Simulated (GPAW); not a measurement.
# Al (Fm-3m) in GPAW: single point with PBE

Aim: the single point of Al with PBE.

All numbers are computed with GPAW 26.7.0; they aren't measurements. Logs are shortened: lines on timing, memory, paths and dates and some standing lists are left out, and cuts for length are marked. The log counts tension as positive stress, the text compression.

## 1. The structure

The structure is cubic, space group Fm-3m (No. 225). The conventional cell has a = 4.050 Å, b = 4.050 Å, c = 4.050 Å, α = 90.00°, β = 90.00°, γ = 90.00°. Al (site symmetry m-3m) is surrounded by 12 Al at 2.86 Å.

## 2. Single point, PBE

Contents of run.py:

```python
from ase import Atoms
from ase.dft.bandgap import bandgap
from ase.io import write
from ase.units import GPa
from gpaw import GPAW, PW

atoms = Atoms(['Al'],
              cell=[[0.0, 2.024805, 2.024805],
                    [2.024805, 0.0, 2.024805],
                    [2.024805, 2.024805, 0.0]],
              scaled_positions=[[0.0, 0.0, 0.0]],
              pbc=True)

calc = GPAW(mode=PW(400),
            xc='PBE',
            kpts={'size': (9, 9, 9), 'gamma': True},
            occupations={'name': 'fermi-dirac', 'width': 0.05},
            nbands=7,
            convergence={'density': 1e-05, 'energy': 1e-05},
            maxiter=80,
            txt='gpaw.txt')
atoms.calc = calc
energy = atoms.get_potential_energy()
forces = atoms.get_forces()
stress = atoms.get_stress()
calc.write('gs.gpw')
write('result.traj', atoms)
print(f'Energy: {energy:.6f} eV')
print('Forces (eV/A):')
print(forces.round(4))
print('Stress (GPa):', (stress / GPa).round(3))
print('Fermi level:', round(calc.get_fermi_level(), 4), 'eV')
print(f'Gap: {bandgap(calc)[0]:.4f} eV, direct: {bandgap(calc, direct=True)[0]:.4f} eV')
```

Potentials or basis: GPAW PAW data sets (gpaw-data 1.2.1), pw.

The run is started by

```sh
$ OMP_NUM_THREADS=1 python run.py
```

gpaw.txt:

```text
__  _  _
 | _ |_)|_||  |
 |__||  | ||/\| - 26.7.0

Input parameters:
  mode=PW(ecut=400.0),
  convergence={'density': 1e-05, 'energy': 1e-05},
  kpts=MonkhorstPack(size=(9, 9, 9), gamma=True),
  maxiter=80,
  nbands=7,
  occupations=Occupations(name='fermi-dirac', width=0.05),
  xc=XC(name='PBE')

Diagonalizing LCAO Hamiltonian
Converting LCAO to pw mode

       Al

Atoms  # Å, Bohr magnetons
|   | symbol |        x |        y |        z |    initial magnetic moments |
|---|--------|----------|----------|----------|-----------------------------|
| 0 |     Al | 0.000000 | 0.000000 | 0.000000 | ( 0.0000,  0.0000,  0.0000) |

Unit cell  # Å
| periodic |        x |        y |        z |  lengths |    angles |
|----------|----------|----------|----------|----------|-----------|
|      yes | 0.000000 | 2.024805 | 2.024805 | 2.863507 | 60.000000 |
|      yes | 2.024805 | 0.000000 | 2.024805 | 2.863507 | 60.000000 |
|      yes | 2.024805 | 2.024805 | 0.000000 | 2.863507 | 60.000000 |

Number of symmetries: 48
Symmetry operations  # r_c * U_cc + t_c -> r_c
|    | kind |            matrix            |
|----|------|------------------------------|
|  0 |  σ   |  1, 0, 0,  1, 0,-1,  1,-1, 0 |
|  1 |  C2  |  1, 0, 0,  1,-1, 0,  1, 0,-1 |
|  2 |  E   |  1, 0, 0,  0, 1, 0,  0, 0, 1 |
|  3 |  σ   |  1, 0, 0,  0, 0, 1,  0, 1, 0 |
|  4 |  C4  |  1, 0,-1,  1, 0, 0,  1,-1, 0 |
|  5 |  S6  |  1, 0,-1,  1,-1, 0,  1, 0, 0 |
|  6 |  σ   |  1, 0,-1,  0, 1,-1,  0, 0,-1 |
|  7 |  C3  |  1, 0,-1,  0, 0,-1,  0, 1,-1 |
|  8 |  S6  |  1,-1, 0,  1, 0, 0,  1, 0,-1 |
|  9 |  C4  |  1,-1, 0,  1, 0,-1,  1, 0, 0 |
| 10 |  C3  |  1,-1, 0,  0,-1, 1,  0,-1, 0 |
| 11 |  σ   |  1,-1, 0,  0,-1, 0,  0,-1, 1 |
| 12 |  σ   |  0, 1, 0,  1, 0, 0,  0, 0, 1 |
| 13 |  C4  |  0, 1, 0,  0, 1,-1, -1, 1, 0 |
| 14 |  C3  |  0, 1, 0,  0, 0, 1,  1, 0, 0 |
| 15 |  S6  |  0, 1, 0, -1, 1, 0,  0, 1,-1 |
| 16 |  C2  |  0, 1,-1,  1, 0,-1,  0, 0,-1 |
| 17 |  σ   |  0, 1,-1,  0, 1, 0, -1, 1, 0 |
| 18 |  S4  |  0, 1,-1,  0, 0,-1,  1, 0,-1 |
| 19 |  C4  |  0, 1,-1, -1, 1, 0,  0, 1, 0 |
| 20 |  C3  |  0, 0, 1,  1, 0, 0,  0, 1, 0 |
| 21 |  σ   |  0, 0, 1,  0, 1, 0,  1, 0, 0 |
| 22 |  S6  |  0, 0, 1,  0,-1, 1, -1, 0, 1 |
| 23 |  C4  |  0, 0, 1, -1, 0, 1,  0,-1, 1 |
| 24 |  S4  |  0, 0,-1,  1, 0,-1,  0, 1,-1 |
| 25 |  C3  |  0, 0,-1,  0, 1,-1,  1, 0,-1 |
| 26 |  C2  |  0, 0,-1,  0,-1, 0, -1, 0, 0 |
| 27 |  S6  |  0, 0,-1, -1, 0, 0,  0,-1, 0 |
| 28 |  S4  |  0,-1, 1,  1,-1, 0,  0,-1, 0 |
| 29 |  C4  |  0,-1, 1,  0, 0, 1, -1, 0, 1 |
| 30 |  C2  |  0,-1, 1,  0,-1, 0,  1,-1, 0 |
| 31 |  σ   |  0,-1, 1, -1, 0, 1,  0, 0, 1 |
| 32 |  C3  |  0,-1, 0,  1,-1, 0,  0,-1, 1 |
| 33 |  S6  |  0,-1, 0,  0, 0,-1, -1, 0, 0 |
| 34 |  S4  |  0,-1, 0,  0,-1, 1,  1,-1, 0 |
| 35 |  C2  |  0,-1, 0, -1, 0, 0,  0, 0,-1 |
| 36 |  C2  | -1, 1, 0,  0, 1, 0,  0, 1,-1 |
| 37 |  S6  | -1, 1, 0,  0, 1,-1,  0, 1, 0 |
| 38 |  S4  | -1, 1, 0, -1, 0, 1, -1, 0, 0 |
| 39 |  C3  | -1, 1, 0, -1, 0, 0, -1, 0, 1 |
| 40 |  S6  | -1, 0, 1,  0, 0, 1,  0,-1, 1 |
| 41 |  C2  | -1, 0, 1,  0,-1, 1,  0, 0, 1 |
| 42 |  C3  | -1, 0, 1, -1, 1, 0, -1, 0, 0 |
| 43 |  S4  | -1, 0, 1, -1, 0, 0, -1, 1, 0 |
| 44 |  C2  | -1, 0, 0,  0, 0,-1,  0,-1, 0 |
| 45 |  i   | -1, 0, 0,  0,-1, 0,  0, 0,-1 |
| 46 |  σ   | -1, 0, 0, -1, 1, 0, -1, 0, 1 |
| 47 |  C2  | -1, 0, 0, -1, 0, 1, -1, 1, 0 |

BZ-sampling:
  Number of BZ points: 729
  Number of IBZ points: 35

  Monkhorst-Pack size: [9, 9, 9]
  Monkhorst-Pack shift: [0, 0, 0]

K-points  # in reciprocal-cell coordinates
|     |                                coordinates |     weight |
|-----|--------------------------------------------|------------|
|   0 | (  0.00000000,   0.00000000,   0.00000000) | 0.00137174 |
|   1 | (  0.11111111,   0.11111111,   0.00000000) | 0.00823045 |
|   2 | (  0.11111111,   0.11111111,   0.11111111) | 0.01097394 |
|   3 | (  0.22222222,   0.11111111,   0.11111111) | 0.01646091 |
|   4 | (  0.22222222,   0.22222222,   0.00000000) | 0.00823045 |
|   5 | (  0.22222222,   0.22222222,   0.11111111) | 0.03292181 |
|   6 | (  0.22222222,   0.22222222,   0.22222222) | 0.01097394 |
|   7 | (  0.33333333,   0.22222222,   0.11111111) | 0.03292181 |
|   8 | (  0.33333333,   0.22222222,   0.22222222) | 0.03292181 |
|   9 | (  0.33333333,   0.33333333,  -0.33333333) | 0.01646091 |
| ... |                                            |            |
|  34 | (  0.44444444,   0.44444444,   0.44444444) | 0.01097394 |

Plane wave coefficients: 310
Cutoff: 400.0 eV

Spin-components: 1 (collinear spins)
Bands:           7
Projectors:      5
Spin-degeneracy: 2
Datatype:        complex128

Density:
  Valence electrons: 3.0
  Components: 1
  Grid points: [14 14 14]
  Charge: 0.0  # |e|

Potential:
  Grid points: [14 14 14]

species:
  Al:
    name:    Aluminium
    Z:       13.0
    valence: 3
    core:    10
    charge:  0.0  # [|e|]
    compensation charges:
      type: gauss
      rc: 0.34  # [Å]
      lmax: 2
    cutoffs:
      filter: 1.91  # [Å]
      core: 2.36  # [Å]
    projectors
    | kind |    occ | energy [eV] | rcut [Å] |
    |------|--------|-------------|----------|
    |   3s |  2.000 |      -7.753 |    1.085 |
    |   3p |  1.000 |      -2.712 |    1.085 |
    |    s |        |      19.459 |    1.085 |
    |    p |        |      24.499 |    1.085 |
    |    d |        |       0.000 |    1.085 |

    Using partial waves for Al as LCAO basis

Reference energy: -6603.423265  # eV

eigensolver:
  PPCG
  Converge bands: occupied
  niter=2

density mixing:
  MSR1-Mixer
  Pratt-step length: 0.05
  Maximum mixing coefficient: 0.75
  Old densities: 10
  SVD Regularization: 0.005
  Good broyden scale: 1.0
  Trust region scale: 1.0
  Backstep threshold: 4.0
  History deletion threshold: 6.0
  Fourier metric: weight=20.0, sigma=0.015

occupation numbers:
  Fermi-Dirac:
    width: 0.0500  # eV

poisson solver:
  ecut: 3200.0  # eV

xc functional:
  name: PBE with 2 nearest neighbor stencil

convergence criteria:
- Maximum integral of absolute [dens]ity change: 1e-05 electrons / valence electron
- Maximum [total energy] change in last 3 cyles: 1e-05 eV / valence electron
- Maximum integral of absolute [eigenst]ate change: 4e-08 eV^2 / valence electron
maximum number of iterations: 80

SCF iterations
|iter     | |      energy | eigst |  dens |
|---------|-|-------------|-------|-------|
|iter:   1| |   -3.706400 | -0.26 |       |
|iter:   2| |   -3.706643 | -3.50 | -0.97 |
|iter:   3| |   -3.706798 | -3.42 | -1.00 |
|iter:   4| |   -3.707103 | -4.05 | -1.55 |
|iter:   5| |   -3.707109 | -6.07 | -2.96 |
|iter:   6| |   -3.707110c| -6.57 | -3.38 |
|iter:   7| |   -3.707110c| -8.63c| -4.66 |
|iter:   8| |   -3.707110c| -9.26c| -5.16c|

Converged in 8 steps
Energy contributions relative to reference atoms: (reference = -6603.423265)

Energy contributions:
  Kinetic:           3.579192
  Coulomb:          -1.683092
  Zero:             -0.006062
  External:          0.000000
  Xc:               -5.594585
  Entropy:          -0.005126
  Spinorbit:         0.000000
  ----------------------------
  Free energy:      -3.709673
  Extrapolated:     -3.707110

dipole moment: (-6.947683, -6.947683, -6.947683)  # |e|*Ang

Fermi level: 7.073
Eigenvalues  # (at kpt = [0.000, 0.000, 0.000])
| band index |      eig [eV] | occ [0-2] |
|------------|---------------|-----------|
|          0 |        -3.994 |     2.000 |
|          1 |        19.694 |     0.000 |
|          2 |        19.694 |     0.000 |
|          3 |        19.694 |     0.000 |
|          4 |        21.142 |     0.000 |
|          5 |        21.142 |     0.000 |
|          6 |        21.142 |     0.000 |

No gap
No difference between direct/indirect transitions

Forces  # eV/Ang
|        x |       y |       z |
|----------|---------|---------|
| -0.00000 | 0.00000 | 0.00000 |  # Al   0

Stress tensor  # eV/Ang^3
|         x |         y |        z |
|-----------|-----------|----------|
|  0.000411 | -0.000000 | 0.000000 |
| -0.000000 |  0.000411 | 0.000000 |
|  0.000000 |  0.000000 | 0.000411 |

# Writing to gs.gpw (mode='')
```

stdout:

```text
Energy: -3.707110 eV
Forces (eV/A):
[[-0.  0.  0.]]
Stress (GPa): [ 0.066  0.066  0.066  0.     0.    -0.   ]
Fermi level: 7.0729 eV
Gap: 0.0000 eV, direct: 0.0000 eV
```

Run time: 3.3 s. Hardware: 1 thread of Arm Neoverse V1, shared host; peak memory 0.11 GiB.

These settings aren't checked as converged: the numbers below hold their error.

What came out:

```
Free energy            : -3.7097 eV
Pressure               : -0.1 GPa
Band gap on the k mesh : none (metal or under the smearing width)
```

Caveat: the cutoff is short for stress and forces, so pressures can be off by a GPa or more.
